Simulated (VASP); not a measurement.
# KI (Fm-3m) in VASP: further runs

Runs on KI. Level: LDA. Tasks: dielectric tensor, phonons.

Program: VASP 6.6.1. These are calculated values, not measurements. Logs are shortened: lines on timing, memory, paths and dates and some standing lists are left out, and cuts for length are marked.

**What was measured.**

From a printed reference work, monograph, for a bulk crystal of KI: high-frequency dielectric constant 2.65.

How close the calculation comes is told below.

### Step 1. Starting point

It takes space group Fm-3m (No. 225, cubic). The conventional cell has a = 6.827 Å, b = 6.827 Å, c = 6.827 Å, α = 90.00°, β = 90.00°, γ = 90.00°. K (site symmetry m-3m) is surrounded by 6 I at 3.41 Å. I (site symmetry m-3m) has 6 K at 3.41 Å as nearest neighbours.

### Step 2. Dielectric tensor, LDA

INCAR

```
PREC     = Accurate       # precision mode
ENCUT    = 600            # plane-wave cutoff, eV
EDIFF    = 1E-8           # SCF threshold, eV
ISMEAR   = 0              # smearing method
SIGMA    = 0.03           # smearing width, eV
LREAL    = F              # projectors in reciprocal space
LASPH    = T              # aspherical terms in the spheres
NELM     = 80             # most SCF steps
ALGO     = Normal         # electronic algorithm
ISIF     = 2              # what is computed and relaxed
LWAVE    = F              # write WAVECAR
LCHARG   = F              # write CHGCAR
LEPSILON = T              # dielectric tensor by DFPT
```

KPOINTS

```
Automatic mesh
0
Monkhorst-Pack
  12 12 12
```

POSCAR

```
KI                                      
1.0
    0.0000000000      3.4135287544      3.4135287544
    3.4135287544      0.0000000000      3.4135287544
    3.4135287544      3.4135287544      0.0000000000
  K               I             
     1     1
Direct
     0.0000000000000000    0.0000000000000000    0.0000000000000000
     0.5000000000000000    0.5000000000000000    0.5000000000000000
```

Potentials or basis: VASP PAW LDA potentials, release 64 (K_sv, I).

Run with:

```
$ cat potpaw_LDA.64/K_sv/POTCAR potpaw_LDA.64/I/POTCAR > POTCAR
$ mpirun -np 1 vasp_std > vasp.out
```

OUTCAR:

```text
PREC = Accurate
   ENCUT = 600
   EDIFF = 1E-8
   ISMEAR = 0
   LREAL = F
   LASPH = T
   NELM = 80
   ISIF = 2
   LEPSILON = T

 ion  position               nearest neighbor table
   1  0.000  0.000  0.000-   2 3.41   2 3.41   2 3.41   2 3.41   2 3.41   2 3.41
   2  0.500  0.500  0.500-   1 3.41   1 3.41   1 3.41   1 3.41   1 3.41   1 3.41

  LATTYP: Found a face centered cubic cell.
 ALAT       =     6.8270575088

  Lattice vectors:

 A1 = (   0.0000000000,   3.4135287544,   3.4135287544)
 A2 = (   3.4135287544,   0.0000000000,   3.4135287544)
 A3 = (   3.4135287544,   3.4135287544,   0.0000000000)

Analysis of symmetry for initial positions (statically):
=====================================================================
 Subroutine PRICEL returns:
 Original cell was already a primitive cell.

 Routine SETGRP: Setting up the symmetry group for a
 face centered cubic supercell.

 Subroutine GETGRP returns: Found 48 space group operations
 (whereof 48 operations were pure point group operations)
 out of a pool of 48 trial point group operations.

The static configuration has the point symmetry O_h .

Analysis of symmetry for dynamics (positions and initial velocities):
=====================================================================
 Subroutine PRICEL returns:
 Original cell was already a primitive cell.

 Routine SETGRP: Setting up the symmetry group for a
 face centered cubic supercell.

 Subroutine GETGRP returns: Found 48 space group operations
 (whereof 48 operations were pure point group operations)
 out of a pool of 48 trial point group operations.

The dynamic configuration has the point symmetry O_h .

 Subroutine INISYM returns: Found 48 space group operations
 (whereof 48 operations are pure point group operations),
 and found     1 'primitive' translations

----------------------------------------------------------------------------------------

                                     Primitive cell

  volume of cell :      79.5501

  direct lattice vectors                    reciprocal lattice vectors
     0.000000000  3.413528754  3.413528754    -0.146475989  0.146475989  0.146475989
     3.413528754  0.000000000  3.413528754     0.146475989 -0.146475989  0.146475989
     3.413528754  3.413528754  0.000000000     0.146475989  0.146475989 -0.146475989

  length of vectors
     4.827458660  4.827458660  4.827458660     0.253703855  0.253703855  0.253703855

  position of ions in fractional coordinates (direct lattice)
     0.000000000  0.000000000  0.000000000
     0.500000000  0.500000000  0.500000000

  ion indices of the primitive-cell ions
   primitive index   ion index
                 1           1
                 2           2

----------------------------------------------------------------------------------------

 KPOINTS: Automatic mesh

Automatic generation of k-mesh.
 Grid dimensions read from file:
 generate k-points for:   12   12   12

 Generating k-lattice:

  Cartesian coordinates                     Fractional coordinates (reciprocal lattice)
    -0.012206332  0.012206332  0.012206332     0.083333333  0.000000000  0.000000000
     0.012206332 -0.012206332  0.012206332     0.000000000  0.083333333  0.000000000
     0.012206332  0.012206332 -0.012206332     0.000000000  0.000000000  0.083333333

  Length of vectors
     0.021141988  0.021141988  0.021141988

  Shift w.r.t. Gamma in fractional coordinates (k-lattice)
     0.500000000  0.500000000  0.500000000

 Subroutine IBZKPT returns following result:
 ===========================================

 Found    182 irreducible k-points:

 Following reciprocal coordinates:
[... 76 lines left out ...]
 Gauss-broadening in eV      SIGMA  =   0.03
  energy-cutoff  :      600.00
  volume of cell :       79.55
 maximum number of plane-waves:      2700
   NGX = 19   NGY = 19   NGZ = 19

--------------------------------------- Ionic step        1  -------------------------------------------

 number of electron      16.0000000 magnetization

 E-fermi :   0.1462     XC(G=0):  -8.0312

 val. band max:       -0.0519360010   @ k =   0.0417   0.0417   0.0417
 cond. band min:       3.8808955281   @ k =   0.0417   0.0417   0.0417
 fundamental gap:      3.9328315291
 Fermi energy:         0.1462202852

 k-point     1 :       0.0417    0.0417    0.0417
  band No.  band energies     occupation
      1     -28.0276      2.00000
      2     -11.7769      2.00000
      3     -11.7696      2.00000
      4     -11.7696      2.00000
      5     -10.7757      2.00000
      6      -0.0854      2.00000
      7      -0.0519      2.00000
      8      -0.0519      2.00000
      9       3.8809      0.00000
     10       6.1625      0.00000
     11       6.1967      0.00000
     12       6.1967      0.00000
[... 331 lines left out ...]
 k-point    24 :       0.2083    0.2083    0.0417
  band No.  band energies     occupation
      1     -28.0259      2.00000
      2     -11.8786      2.00000
      3     -11.7789      2.00000
      4     -11.7784      2.00000
      5     -10.6027      2.00000
      6      -0.7982      2.00000
      7      -0.2194      2.00000
      8      -0.2143      2.00000
      9       4.8554      0.00000
     10       5.4419      0.00000
     11       7.0905      0.00000
     12       7.0960      0.00000

 [... further k-points ...]

  FORCE on cell =-STRESS in cart. coord.  units (eV):
  Direction    XX          YY          ZZ          XY          YZ          ZX
  --------------------------------------------------------------------------------------
  -------------------------------------------------------------------------------------
  Total        0.0021439      0.0021439      0.0021439      0.0000000      0.0000000      0.0000000
  in kB        0.0431789      0.0431789      0.0431789      0.0000000      0.0000000      0.0000000
  external PRESSURE =       0.0431789 kB  Pullay stress =       0.0000000 kB

 VOLUME and BASIS-vectors are now :
 -----------------------------------------------------------------------------
  energy-cutoff  :      600.00
  volume of cell :       79.55
      direct lattice vectors                 reciprocal lattice vectors
     0.000000000  3.413528754  3.413528754    -0.146475989  0.146475989  0.146475989
     3.413528754  0.000000000  3.413528754     0.146475989 -0.146475989  0.146475989
     3.413528754  3.413528754  0.000000000     0.146475989  0.146475989 -0.146475989

 POSITION                                       TOTAL-FORCE (eV/Angst)
 -----------------------------------------------------------------------------------
      0.00000      0.00000      0.00000         0.000000     -0.000000      0.000000
      3.41353      3.41353      3.41353        -0.000000      0.000000     -0.000000
 -----------------------------------------------------------------------------------
    total drift:                                0.000000     -0.000000     -0.000000

  FREE ENERGIE OF THE ION-ELECTRON SYSTEM (eV)
  ---------------------------------------------------
  free  energy   TOTEN  =        -6.1663004483 eV

  energy  without entropy=       -6.1663004483  energy(sigma->0) =       -6.16630045

 HEAD OF MICROSCOPIC STATIC DIELECTRIC TENSOR (INDEPENDENT PARTICLE, excluding Hartree and local field effects)
 ------------------------------------------------------
           3.541080     0.000000     0.000000
           0.000000     3.541080     0.000000
           0.000000     0.000000     3.541080
 ------------------------------------------------------

 Free energy of the ion-electron system (eV)
  ---------------------------------------------------
  ---------------------------------------------------
  free energy    TOTEN  =        -0.51834921 eV

  energy without entropy =       -0.51834921

------------------------ aborting loop because EDIFF is reached ----------------------------------------

--------------------------------------- Ionic step        2  -------------------------------------------

------------------------ aborting loop because EDIFF is reached ----------------------------------------

--------------------------------------- Ionic step        3  -------------------------------------------

 Free energy of the ion-electron system (eV)
  ---------------------------------------------------
  ---------------------------------------------------
  free energy    TOTEN  =        -0.51834933 eV

  energy without entropy =       -0.51834933

------------------------ aborting loop because EDIFF is reached ----------------------------------------

 PIEZOELECTRIC TENSOR FIELD DIRECTION 3  (e Angst)
 -----------------------------------------------------------------------------
    -0.00036  0.00000  0.00000           (  0.00001  0.00000  0.00000)
     0.00000 -0.00036  0.00000           (  0.00000  0.00001  0.00000)
    -0.00000  0.00000 -0.00055           (  0.00000  0.00000  0.00001)

 PIEZOELECTRIC TENSOR FIELD DIRECTION 3  (C/m^2)
 -----------------------------------------------------------------------------
    -0.00007  0.00000  0.00000
     0.00000 -0.00007  0.00000
    -0.00000  0.00000 -0.00011

 MACROSCOPIC STATIC DIELECTRIC TENSOR (including local field effects in DFT)
 ------------------------------------------------------
           3.116747    -0.000000    -0.000000
           0.000000     3.116747    -0.000000
          -0.000000     0.000000     3.116747
 ------------------------------------------------------

 PIEZOELECTRIC TENSOR (including local field effects)  for field in x, y, z        (e  Angst)
          XX          YY          ZZ          XY          YZ          ZX
  --------------------------------------------------------------------------------
  x     0.00000     0.00000     0.00000     0.00000     0.00000     0.00000
  y     0.00000     0.00000     0.00000     0.00000     0.00000     0.00000
  z     0.00000     0.00000     0.00000     0.00000     0.00000     0.00000

 PIEZOELECTRIC TENSOR (including local field effects)  for field in x, y, z        (C/m^2)
          XX          YY          ZZ          XY          YZ          ZX
  --------------------------------------------------------------------------------
  x     0.00000     0.00000     0.00000     0.00000     0.00000     0.00000
  y     0.00000     0.00000     0.00000     0.00000     0.00000     0.00000
  z     0.00000     0.00000     0.00000     0.00000     0.00000     0.00000

 BORN EFFECTIVE CHARGES (including local field effects) (in |e|, cummulative output)
 ---------------------------------------------------------------------------------
 ion    1
    1     1.10617     0.00000     0.00000
    2     0.00000     1.10617     0.00000
    3     0.00000     0.00000     1.10617
 ion    2
    1    -1.10617     0.00000     0.00000
    2     0.00000    -1.10617     0.00000
    3     0.00000     0.00000    -1.10617
```

It took 34 min on 1 thread of Intel Xeon 6975P-C (Granite Rapids), shared host; peak memory 1.3 GiB.

What came out:

```
Electronic dielectric tensor (diagonal) : 3.12
Born charges (mean of the diagonal)     : K +1.11; I -1.11 e
```

Levels at points of the mesh, in eV from the valence-band top:
| k point | band 6 | band 7 | band 8 | band 9 | band 10 | band 11 |
| --- | --- | --- | --- | --- | --- | --- |
| (0.04, 0.04, 0.04) | -0.03 | 0.00 | 0.00 | 3.93 | 6.21 | 6.25 |

Electronic dielectric tensor:
```
3.12 0.00 0.00
0.00 3.12 0.00
0.00 0.00 3.12
```

Born effective charge tensors (e):
atom 1, K
```
1.11 0.00 0.00
0.00 1.11 0.00
0.00 0.00 1.11
```
atom 2, I
```
-1.11  0.00  0.00
 0.00 -1.11  0.00
 0.00  0.00 -1.11
```

Spin-orbit coupling is left out, which matters for the levels of I.

[end of part 1 of 2]
